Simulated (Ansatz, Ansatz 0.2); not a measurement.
# Lattice parameters of layered BiOCl: r2SCAN with and without rVV10, and PBEsol for comparison

## Experimental context

The reference is a room-temperature structure determination of BiOCl by diffraction: "Ligand-Free One-Step Synthesis of {001} Faceted Semiconducting BiOCl Single Crystals and Their Photocatalytic Activity" (doi:10.1021/cg4014366, 2014; Crystallography Open Database). The cell is tetragonal, P4/nmm, with a = 3.8855 Å and c = 7.3489 Å. The two edges test different things. The in-plane edge is set by the strongly bonded Bi–O layer, while the stacking edge also contains the gap between facing chlorine sheets, which is held largely by dispersion. The volume per atom follows from the same two edges and is no third, independent measurement.

| compared with | measured | T (K) | method |
| --- | --- | --- | --- |
| a (Å) | 3.8855 | room temperature | structure determination by diffraction |
| c (Å) | 7.3489 | room temperature | structure determination by diffraction |
| volume per atom (Å³) | 18.4912 | room temperature | from the measured cell |

Conditions are those given with the value in the passage it was taken from; "not stated" means there, and the paper may say more elsewhere. The values are a selection: others may have been left out beforehand as unlike or outlying.

## Aim and plan

I want both cell edges from a full relaxation of the six-atom, non-magnetic cell, started from the diffraction structure. Success means a and c each within 1 % and the volume per atom within 2 %. That is tight enough to expose a badly described interlayer gap, yet leaves room for the comparison of a static lattice with a room-temperature crystal. Thermal and zero-point expansion, from a tenth of a percent to about one percent in a solid like this, is in the measured edges and not in mine, so a sound calculation should come out slightly small.

I go straight to r2SCAN+rVV10, a meta-GGA with a non-local correlation term for the dispersion between the layers. LDA and PBEsol are cheaper, but neither contains long-range dispersion; a good c from them would rest on error cancellation in the gap. Spin–orbit coupling is left out, a reservation to keep with bismuth present. After the main run I will set a neighbouring level beside it and examine the numerical settings.

System: BiClO; P4/nmm (no. 129), 6 atoms in the primitive cell; every run starts from the measured structure; structure from the Crystallography Open Database.

On the selection of runs and values: Further runs on this system are not shown.

## 1. r2SCAN+rVV10 on the full cell

This relaxation treats the Bi–O layer and the chlorine–chlorine gap with one functional. I expect a to be the easy edge and c to decide the matter, with both a little below the room-temperature values.

**Run 1.** Ansatz 0.2: r2SCAN+rVV10, Ansatz with its PAW files, non-magnetic, cell and ions relaxed, cutoff 500 eV, k-mesh 7×7×4, smearing 0.05 eV (PAW set soft_1).

Key lines of the input:
```
crystal:
  lattice:
    - [3.88551, 0.0, 0.0]
    - [0.0, 3.88551, 0.0]
    - [0.0, 0.0, 7.3489]
  atoms:
    - { symbol: Bi, position: [0.5, 0.0, 0.32904] }
    - { symbol: Bi, position: [0.0, 0.5, 0.67096] }
    - { symbol: Cl, position: [0.0, 0.5, 0.1472] }
    - { symbol: Cl, position: [0.5, 0.0, 0.8528] }
    - { symbol: O, position: [0.0, 0.0, 0.5] }
    - { symbol: O, position: [0.5, 0.5, 0.5] }
kpoints:
  mp_grid: { grid: [7, 7, 4] }
scf:
  occupations: { method: fermi_dirac, width: 0.05 }
hamiltonian:
  xc: r2scan
  pseudopotentials: { kind: paw, azcp: { folder: soft_1 } }
  dispersion: rvv10
relax:
  f_tol: 0.01
  max_steps: 60
  cell: { stress_tol: 0.02 }
output:
  forces: true
  stress: true
```

Command:
```
ansatz run input.yaml --threads 4 --pin off --max-ram 10240MiB --backend cpu --events-out ev --progress --plain --runs-dir out
```

Selected lines of the output:
```
relax step   5: F+E_penalty+E_count = -28125.89271777 eV  max|allowed force component| = 4.240e-4 eV/Å  Δτ_max = 0.0013 Å  P = +0.006 GPa  Ω = 111.405 …
relax step   6: F+E_penalty+E_count = -28125.89282271 eV  max|allowed force component| = 4.423e-4 eV/Å  Δτ_max = 0.0000 Å  P = +0.006 GPa  Ω = 111.405 …
```

Converged; 33 s on 4 cores of Arm Neoverse V1, shared host.

| quantity | run 1 | measured | deviation |
| --- | --- | --- | --- |
| a (Å) | 3.8877 | 3.8855 | +0.0022 (+0.1 %) |
| c (Å) | 7.3710 | 7.3489 | +0.0221 (+0.3 %) |
| volume per atom (Å³) | 18.568 | 18.4912 | +0.076 (+0.4 %) |
| largest shift (Å) | 0.0135 |  |  |
| pressure (GPa) | 0.00595 |  |  |

Both edges meet the target comfortably: a is 0.0022 Å and c 0.0221 Å above the measured values, and the volume is 0.4 % too large. The sign is not the one I expected, since I had looked for a static cell slightly smaller than the room-temperature one. The excess is mostly along the stacking axis. The relaxation ended with small forces and a pressure of 0.006 GPa, so an unfinished relaxation is not an obvious explanation.

## 2. The same cell without rVV10

I now remove the non-local correlation and keep r2SCAN, the cutoff and the mesh. The difference will show how much of the good c depends on the dispersion term. I expect the layers to move apart clearly and the in-plane edge to change much less.

**Run 2.** Ansatz 0.2: r2SCAN, Ansatz with its PAW files, non-magnetic, cell and ions relaxed, cutoff 500 eV, k-mesh 7×7×4, smearing 0.05 eV (PAW set soft_1).

Key lines of the input, as changed from run 1:
```diff
  hamiltonian:
-   dispersion: rvv10
```

Selected lines of the output:
```
relax step   6: F+E_penalty+E_count = -28134.15571002 eV  max|allowed force component| = 5.870e-4 eV/Å  Δτ_max = 0.0016 Å  P = -0.002 GPa  Ω = 114.950 …
relax step   7: F+E_penalty+E_count = -28134.15657136 eV  max|allowed force component| = 7.122e-4 eV/Å  Δτ_max = 0.0000 Å  P = -0.006 GPa  Ω = 114.950 …
```

Converged; 26 s of wall time.

| quantity | run 2 | measured | deviation |
| --- | --- | --- | --- |
| a (Å) | 3.8943 | 3.8855 | +0.0088 (+0.2 %) |
| c (Å) | 7.5795 | 7.3489 | +0.2306 (+3.1 %) |
| volume per atom (Å³) | 19.158 | 18.4912 | +0.667 (+3.6 %) |
| largest shift (Å) | 0.0616 |  |  |
| pressure (GPa) | −0.00569 |  |  |

Without rVV10 the stacking edge grows by 0.2085 Å and misses the measurement by 3.1 %, while a changes by only 0.0066 Å and stays well inside its limit. The volume fails with c. Only the dispersion term differs between the two inputs, so the good stacking edge of the first run depends on it. Plain r2SCAN describes the Bi–O layer well and leaves the layers too far apart.

## 3. PBEsol with denser mesh and higher cutoff

I take PBEsol as the neighbouring level and relax the cell three times: at a base setting, with a denser k-mesh, and with a higher cutoff. This gives a GGA result for scale and shows how far mesh and basis move the soft stacking edge in this crystal. The test belongs to PBEsol and can't certify the r2SCAN+rVV10 cell, for which a tighter calculation is not shown in this report. I expect little from the mesh in a wide-gap solid and more from the cutoff, chiefly in c. Lacking long-range dispersion, PBEsol should also leave c somewhat too long.

**Run 3.** Ansatz 0.2: PBEsol, Ansatz with its PAW files, non-magnetic, cell and ions relaxed, cutoff 420 eV, k-mesh 7×7×4, smearing 0.05 eV (PAW set soft_1 (PAW files made with PBE)).

Key lines of the input, as changed from run 2:
```diff
  hamiltonian:
-   xc: r2scan
-   pseudopotentials: { kind: paw, azcp: { folder: soft_1 } }
+   xc: pbesol
+   pseudopotentials: { kind: paw, azcp: { folder: soft_1 }, xc_functional: pbe }
```

Selected lines of the output:
```
relax step   7: F+E_penalty+E_count = -27734.99409392 eV  max|allowed force component| = 1.769e-4 eV/Å  Δτ_max = 0.0000 Å  P = -0.001 GPa  Ω = 110.858 …
```

Converged; 13 s of wall time.

**Run 4.** Ansatz 0.2: PBEsol, Ansatz with its PAW files, non-magnetic, cell and ions relaxed, cutoff 420 eV, k-mesh 9×9×5, smearing 0.05 eV (PAW set soft_1 (PAW files made with PBE)).

Key lines of the input, as changed from run 3:
```diff
  kpoints:
-   mp_grid: { grid: [7, 7, 4] }
+   mp_grid: { grid: [9, 9, 5] }
```

Selected lines of the output:
```
relax step   7: F+E_penalty+E_count = -27734.99413493 eV  max|allowed force component| = 1.885e-4 eV/Å  Δτ_max = 0.0000 Å  P = -0.001 GPa  Ω = 110.858 …
```

Converged; 17 s of wall time.

**Run 5.** Ansatz 0.2: PBEsol, Ansatz with its PAW files, non-magnetic, cell and ions relaxed, cutoff 600 eV, k-mesh 7×7×4, smearing 0.05 eV (PAW set soft_1 (PAW files made with PBE)).

Key lines of the input, as changed from run 3:
```diff
+ basis:
+   ecutwfc: 600
```

Selected lines of the output:
```
relax step   7: F+E_penalty+E_count = -27735.00210089 eV  max|allowed force component| = 2.334e-4 eV/Å  Δτ_max = 0.0000 Å  P = -0.000 GPa  Ω = 110.872 …
```

Converged; 18 s of wall time.

| quantity | run 3 | run 4 | run 5 | measured |
| --- | --- | --- | --- | --- |
| a (Å) | 3.8794 | 3.8794 | 3.8791 | 3.8855 |
| c (Å) | 7.3661 | 7.3661 | 7.3682 | 7.3489 |
| volume per atom (Å³) | 18.476 | 18.476 | 18.479 | 18.4912 |
| largest shift (Å) | 0.0178 | 0.0178 | 0.0182 |  |
| pressure (GPa) | −0.00084 | −0.00084 | −0.00024 |  |

PBEsol meets all three targets too. At the base setting a is 0.0061 Å short and c 0.0172 Å long, and these opposite errors nearly cancel in the volume. I had expected the missing dispersion to lengthen c, but the excess is only 0.2 %, far from the 3.1 % of plain r2SCAN. PBEsol has no long-range dispersion, so I read its good interlayer distance as a cancellation of errors, an argument from theory that these relaxations don't test.

The denser mesh leaves both edges unchanged to the printed precision. The higher cutoff moves c by 0.0021 Å and a by 0.0003 Å, shifts small enough to come from the stopping threshold on the stress in so soft a crystal, so I don't assign them to the basis. For PBEsol neither setting affects the outcome.

## Overview

| run | settings | a (Å) | c (Å) | volume per atom (Å³) | cost |
| --- | --- | --- | --- | --- | --- |
| 1 | r2SCAN+rVV10, cutoff 500 eV, k-mesh 7×7×4, smearing 0.05 eV (PAW set soft_1) | 3.8877 | 7.3710 | 18.568 | 2.2 core-min |
| 2 | r2SCAN, cutoff 500 eV, k-mesh 7×7×4, smearing 0.05 eV (PAW set soft_1) | 3.8943 | 7.5795 | 19.158 | 1.8 core-min |
| 3 | PBEsol, cutoff 420 eV, k-mesh 7×7×4, smearing 0.05 eV (PAW set soft_1 (PAW files made with PBE)) | 3.8794 | 7.3661 | 18.476 | under 1 core-min |
| 4 | PBEsol, cutoff 420 eV, k-mesh 9×9×5, smearing 0.05 eV (PAW set soft_1 (PAW files made with PBE)) | 3.8794 | 7.3661 | 18.476 | 68 core-s |
| 5 | PBEsol, cutoff 600 eV, k-mesh 7×7×4, smearing 0.05 eV (PAW set soft_1 (PAW files made with PBE)) | 3.8791 | 7.3682 | 18.479 | 72 core-s |
|  | measured | 3.8855 | 7.3489 | 18.4912 |  |

Further runs on the same system, made beside this series (convergence steps with loose settings among them):

| further | settings | a (Å) | c (Å) | volume per atom (Å³) | cost | status |
| --- | --- | --- | --- | --- | --- | --- |
| F1 | PBEsol-D3(BJ), cutoff 420 eV, k-mesh 7×7×4, smearing 0.05 eV (PAW set soft_1 (PAW files made with PBE)) | 3.8603 | 7.1183 | 17.680 | under 1 core-min |  |
| F2 | LDA, cutoff 420 eV, k-mesh 7×7×4, smearing 0.05 eV (PAW set soft_1 (PAW files made with PBE)) | 3.8506 | 7.1685 | 17.714 | under 1 core-min |  |
| F3 | PBEsol, cutoff 420 eV, k-mesh 4×4×2, smearing 0.05 eV (PAW set soft_1 (PAW files made with PBE)) | 3.8781 | 7.3769 | 18.491 | under 1 core-min |  |
| F4 | PBEsol, cutoff 420 eV, k-mesh 5×5×3, smearing 0.05 eV (PAW set soft_1 (PAW files made with PBE)) | 3.8796 | 7.3640 | 18.473 | under 1 core-min |  |
| F5 | PBEsol, cutoff 300 eV, k-mesh 7×7×4, smearing 0.05 eV (PAW set soft_1 (PAW files made with PBE)) | 3.8792 | 7.3615 | 18.462 | under 1 core-min | warnings: cutoff_below_recommended |
| F6 | PBEsol, cutoff 420 eV, k-mesh 7×7×4, smearing 0.01 eV (PAW set soft_1 (PAW files made with PBE)) | 3.8794 | 7.3661 | 18.476 | under 1 core-min |  |
|  | measured | 3.8855 | 7.3489 | 18.4912 |  |  |

## Assessment

The r2SCAN+rVV10 relaxation meets the target: a is 0.1 %, c 0.3 % and the volume 0.4 % above the measured values, at a cost of 2.2 core-minutes. Two other database entries agree with the reference edges within 0.3 %, with slightly larger volumes, so I see no reason to distrust the measured cell.

The step that mattered was removing rVV10. The stacking edge then came out 3.1 % too long, while a hardly changed. The agreement in c therefore rests on a dispersion term that belongs in this layered crystal.

PBEsol also passes, and more cheaply, but I don't prefer it for its close volume. Adding D3(BJ) leaves c 3.1 % too short, which supports reading the good PBEsol spacing as a cancellation, though D3 may itself overbind here. LDA also makes c too short, by 2.5 %. The PBEsol cell is steady against a denser mesh and a higher cutoff. Those two runs secured the comparison level but said nothing direct about the main result.

The remaining excess has the wrong sign for thermal and zero-point expansion. Taking that expansion out of the measured edges would widen the miss by a tenth of a percent to about one percent in length, and at the upper end c would no longer lie within 1 %. The pass therefore holds against the room-temperature cell, not securely against a static one. Slightly weak interlayer binding in r2SCAN+rVV10 would have the right sign, but that is conjecture.

A tighter cutoff and mesh for r2SCAN+rVV10 itself are not shown in this report. Nor is the effect of spin–orbit coupling, which with bismuth present is the first thing to check beyond these settings.

[Logs are printed without paths, hosts, clocks, repeated set-up lines and the standing remarks that a program may print on its own settings, such as how far it seeks lower states.]

[The runs shown are a pick from a larger set of finished runs; failed, doubtful and other runs were left out of it ahead of writing. So were measured values far from every level or from commonly accepted values, and agreement can look better than it is. Lines of input and output are excerpts and may be shortened.]
